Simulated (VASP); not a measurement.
# Cs4H5 (a cell with a defect) in VASP: a series of runs, part 2 of 2

VASP 6.6.1.

### 4 Single point, LDA

Input file INCAR:

```
PREC = Accurate
ENCUT = 520
EDIFF = 1E-7
ISMEAR = 0
SIGMA = 0.05
LREAL = False
LASPH = True
NELM = 100
ALGO = Normal
ISIF = 2
LWAVE = False
LCHARG = True
GGA = CA
LELF = True
LVHAR = True
NBANDS = 30
```

Input file KPOINTS:

```
regular mesh
0
Gamma
  3 3 3
```

Input file POSCAR:

```
Cs4H5
1.0
    0.0000000000      6.3760000000      6.3760000000
    6.3760000000      0.0000000000      6.3760000000
    3.1880000000      3.1880000000      0.0000000000
Cs H
4 5
Direct
    0.0000000000      0.0000000000      0.0000000000
    0.0000000000      0.5000000000      0.0000000000
    0.5000000000      0.0000000000      0.0000000000
    0.5000000000      0.5000000000      0.0000000000
    0.2500000000      0.2500000000      0.5000000000
    0.2500000000      0.7500000000      0.5000000000
    0.7500000000      0.2500000000      0.5000000000
    0.7500000000      0.7500000000      0.5000000000
   -0.1994749059      0.1339734944      0.5655012547
```

Potentials or basis: VASP PAW LDA potentials, release 64 (Cs_sv, H).

On the command line:

```
cat potpaw_LDA.64/Cs_sv/POTCAR potpaw_LDA.64/H/POTCAR > POTCAR
mpirun -np 1 vasp_std > vasp.out
```

OUTCAR:

```text
PREC = Accurate
   ENCUT = 520
   EDIFF = 1E-7
   ISMEAR = 0
   LREAL = False
   LASPH = True
   NELM = 100
   ISIF = 2
   GGA = CA

 ion  position               nearest neighbor table
   1  0.000  0.000  0.000-
   2  0.000  0.500  0.000-
   3  0.500  0.000  0.000-
   4  0.500  0.500  0.000-
   5  0.250  0.250  0.500-
   6  0.250  0.750  0.500-
   7  0.750  0.250  0.500-   9 0.86
[... 531 lines left out ...]
  -------------------------------------------------------------------------------------
  Total       -1.2043512     -1.2043512     -1.6788438      0.0160302      0.1071244     -0.1071244
  in kB       -7.4442130     -7.4442130    -10.3770984      0.0990844      0.6621466     -0.6621463
  external PRESSURE =      -8.4218415 kB  Pullay stress =       0.0000000 kB

 VOLUME and BASIS-vectors are now :
 -----------------------------------------------------------------------------
  energy-cutoff  :      520.00
  volume of cell :      259.21
      direct lattice vectors                 reciprocal lattice vectors
     0.000000000  6.376000000  6.376000000    -0.078419072  0.078419072  0.078419072
     6.376000000  0.000000000  6.376000000     0.078419072 -0.078419072  0.078419072
     3.188000000  3.188000000  0.000000000     0.156838143  0.156838143 -0.156838143

 POSITION                                       TOTAL-FORCE (eV/Angst)
 -----------------------------------------------------------------------------------
      0.00000      0.00000      0.00000        -0.174143      0.174143      0.009389
      3.18800      0.00000      3.18800         0.012694     -0.012694      0.250345
      0.00000      3.18800      3.18800        -0.002881      0.002881     -0.229523
      3.18800      3.18800      6.37600         0.182987     -0.182987     -0.028478
      3.18800      3.18800      3.18800        -0.005148      0.005148      0.014110
      6.37600      3.18800      6.37600         0.008882     -0.008882     -0.003915
      3.18800      6.37600      6.37600        -0.131057      0.131057     -0.183282
      6.37600      6.37600      9.56400         0.025892     -0.025892      0.018385
      2.65703      6.90697      5.95836         0.082772     -0.082772      0.152968
 -----------------------------------------------------------------------------------
    total drift:                               -0.000035      0.000091     -0.000063

  FREE ENERGIE OF THE ION-ELECTRON SYSTEM (eV)
  ---------------------------------------------------
  free  energy   TOTEN  =       -22.0585773069 eV

  energy  without entropy=      -22.0502803470  energy(sigma->0) =      -22.05442883
```

OSZICAR:

```text
N       E                     dE             d eps       ncg     rms          rms(c)
DAV:   1     0.259149548744E+03    0.25915E+03   -0.15862E+04   600   0.111E+03
DAV:   2     0.225036312499E+01   -0.25690E+03   -0.25029E+03   796   0.188E+02
DAV:   3    -0.248100439428E+02   -0.27060E+02   -0.26982E+02   720   0.678E+01
DAV:   4    -0.252004159909E+02   -0.39037E+00   -0.38998E+00   754   0.985E+00
DAV:   5    -0.252035534099E+02   -0.31374E-02   -0.31368E-02   744   0.849E-01    0.717E+00
DAV:   6    -0.226492606334E+02    0.25543E+01   -0.34391E+00   654   0.487E+00    0.317E+00
DAV:   7    -0.220474374794E+02    0.60182E+00   -0.35565E+00   692   0.454E+00    0.115E+00
DAV:   8    -0.220775292701E+02   -0.30092E-01   -0.31043E-01   708   0.169E+00    0.510E-01
DAV:   9    -0.220585502950E+02    0.18979E-01   -0.99657E-02   696   0.769E-01    0.112E-01
DAV:  10    -0.220587433891E+02   -0.19309E-03   -0.60113E-03   720   0.244E-01    0.792E-02
DAV:  11    -0.220585922260E+02    0.15116E-03   -0.44382E-04   754   0.648E-02    0.226E-02
DAV:  12    -0.220585776585E+02    0.14568E-04   -0.17849E-04   720   0.341E-02    0.860E-03
DAV:  13    -0.220585774745E+02    0.18398E-06   -0.65955E-06   754   0.108E-02    0.287E-03
DAV:  14    -0.220585773750E+02    0.99495E-07   -0.11294E-06   720   0.395E-03    0.138E-03
DAV:  15    -0.220585773069E+02    0.68174E-07   -0.32252E-07   548   0.139E-03
   1 F= -.22058577E+02 E0= -.22054429E+02  d E =-.829696E-02
```

Wall time 78 s (1 thread of Intel Xeon Platinum 8488C (Sapphire Rapids), shared host); peak memory 0.33 GiB.

What came out:

```
Free energy            : -22.0586 eV
Pressure               : -0.8 GPa
Largest force          : 0.261 eV/Å
Band gap on the k mesh : none (metal or under the smearing width)
```

Forces in eV/Å, atoms in the order of the input:
```
Cs  -0.174  0.174  0.009
Cs   0.013 -0.013  0.250
Cs  -0.003  0.003 -0.230
Cs   0.183 -0.183 -0.028
H   -0.005  0.005  0.014
H    0.009 -0.009 -0.004
H   -0.131  0.131 -0.183
H    0.026 -0.026  0.018
H    0.083 -0.083  0.153
```

Stress tensor (GPa, compression positive):
```
-0.74  0.01 -0.07
 0.01 -0.74  0.07
-0.07  0.07 -1.04
```

Caveat: the k mesh is coarse (spacing up to 0.57 Å⁻¹), so the values aren't converged. Spin-orbit coupling is left out, which matters for the levels of Cs.

### 5 Single point, LDA

Input file INCAR:

```
SYSTEM = Cs4H5
  PREC = Accurate
  ENCUT = 520
  EDIFF = 1E-7
  ISMEAR = 0
  SIGMA = 0.05
  LREAL = .FALSE.
  LASPH = .TRUE.
  NELM = 100
  ALGO = Normal
  ISIF = 2
  LWAVE = .FALSE.
  LCHARG = .FALSE.
  GGA = CA
  NBANDS = 30
```

Input file KPOINTS:

```
Automatic mesh
0
G
  3 3 3
  0 0 0
```

Changes to POSCAR since step 4:

```diff
@@ -16,2 +16,2 @@
     0.7500000000      0.7500000000      0.5000000000
-   -0.1994749059      0.1339734944      0.5655012547
+   -0.1560147428     -0.0501806775      0.7061954203
```

On the command line:

```
cat potpaw_LDA.64/Cs_sv/POTCAR potpaw_LDA.64/H/POTCAR > POTCAR
mpirun -np 1 vasp_std > vasp.out
```

Wall time 94 s (1 thread of Intel Xeon Platinum 8488C (Sapphire Rapids), shared host); peak memory 0.33 GiB.

Results (log left out):

```yaml
Free_energy: -20.9210 eV
Pressure: -1.0 GPa
Largest_force: 0.400 eV/Å
Band_gap_on_the_k_mesh: none (metal or under the smearing width)
```

Forces in eV/Å, atoms in the order of the input:
```
Cs  -0.085  0.085  0.314
Cs   0.058 -0.058  0.110
Cs   0.191 -0.191 -0.295
Cs   0.039 -0.039 -0.020
H    0.025 -0.025  0.102
H   -0.122  0.122 -0.022
H   -0.076  0.076 -0.106
H   -0.024  0.024 -0.081
H   -0.005  0.005 -0.003
```

Stress tensor (GPa, compression positive):
```
-1.08  0.38 -0.47
 0.38 -1.08  0.47
-0.47  0.47 -0.78
```

Levels at points of the mesh, in eV from the Fermi level:
```
           k point  band 16  band 17  band 18  band 19  band 20  band 21  band 22  band 23  band 24  band 25
(0.00, 0.00, 0.00)    -7.40    -2.39    -1.33    -0.46    -0.13     0.02     2.02     2.56     3.93     4.58
```

Caveat: the k mesh is coarse (spacing up to 0.57 Å⁻¹), so the values aren't converged. The run has no spin-orbit coupling, so splittings on Cs are missing.

### 6 Single point, LDA

Input file INCAR:

```
PREC = Accurate
ENCUT = 520
EDIFF = 1E-6
ISMEAR = 0
SIGMA = 0.05
LREAL = False
LASPH = True
NELM = 100
ALGO = Normal
ISIF = 2
LWAVE = False
LCHARG = True
GGA = CA
LELF = True
LVHAR = True
NBANDS = 30
```

Input file KPOINTS:

```
Automatic mesh
0
Gamma
  3 3 3
```

Changes to POSCAR since step 5:

```diff
@@ -16,2 +16,2 @@
     0.7500000000      0.7500000000      0.5000000000
-   -0.1560147428     -0.0501806775      0.7061954203
+   -0.1373311637     -0.1373314774      0.7746626412
```

Potentials or basis: VASP PAW LDA potentials, release 64 (Cs_sv, H).

On the command line:

```
cat potpaw_LDA.64/Cs_sv/POTCAR potpaw_LDA.64/H/POTCAR > POTCAR
mpirun -np 1 vasp_std > vasp.out
```

Wall time 70 s (1 thread of Intel Xeon Platinum 8488C (Sapphire Rapids), shared host); peak memory 0.32 GiB.

The run converged. Its results:

```
Free energy            : -21.0066 eV
Pressure               : -1.1 GPa
Largest force          : 0.301 eV/Å
Band gap on the k mesh : none (metal or under the smearing width)
```

Forces on the atoms (eV/Å):
```
Cs   0.000  0.000  0.060
Cs  -0.195  0.195 -0.119
Cs   0.195 -0.195 -0.119
Cs   0.000  0.000 -0.035
H    0.000  0.000  0.118
H   -0.089  0.089  0.017
H    0.089 -0.089  0.017
H    0.000  0.000  0.058
H    0.000  0.000  0.003
```

Stress tensor (GPa, compression positive):
```
-1.10 -0.38  0.00
-0.38 -1.10  0.00
 0.00  0.00 -1.03
```

Levels at points of the mesh, in eV from the Fermi level:
| k point | band 16 | band 17 | band 18 | band 19 | band 20 | band 21 | band 22 | band 23 | band 24 | band 25 |
| --- | --- | --- | --- | --- | --- | --- | --- | --- | --- | --- |
| (0.00, 0.00, 0.00) | -7.27 | -2.13 | -1.17 | -0.25 | 0.07 | 0.13 | 2.17 | 2.66 | 4.24 | 4.74 |

Caveat: the k mesh is coarse (spacing up to 0.57 Å⁻¹), so the values aren't converged.
